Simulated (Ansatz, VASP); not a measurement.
**One calculation of Ga3O2, two programs**

```
Ga O
1.0
     4.41474    0.00000    0.00000
     0.00000    4.41474    0.00000
     0.00000    0.00000    4.41474
Ga O
3 2
Direct
  0.00000 0.50000 0.50000
  0.50000 0.00000 0.50000
  0.50000 0.50000 0.00000
  0.00000 0.00000 0.00000
  0.50000 0.50000 0.50000
```

Alike in both runs: functional PBE; k mesh 4 × 4 × 4; occupations gaussian, width 0.1 eV; no spin polarisation.

Ansatz relaxed the structure, and its values are those at the end. VASP's run is a single point on that final structure, the one shown.

|  | VASP | Ansatz |
| --- | --- | --- |
| version | VASP 6.6.1 | Ansatz 0.2.0 |
| potentials or method | VASP PAW PBE potentials, release 64 (Ga_d, O) | scalar-relativistic, plane waves, PAW |
| plane-wave cutoff (eV) | 520 | 420 |
| valence electrons in the cell | 51 | 51 |

VASP gave:

```
gap on the k mesh at the Fermi level (eV) : none
pressure (GPa)                            : 0.5
```

Task: Which values does Ansatz return?

Result: gap on the k mesh at the Fermi level (eV): none; pressure (GPa): 0.3.

A gap of «none» marks a metal or a gap that the smearing closes.

Caveats: an odd number of electrons without spin polarisation forces a metal; a magnetic or distorted state may lie lower.
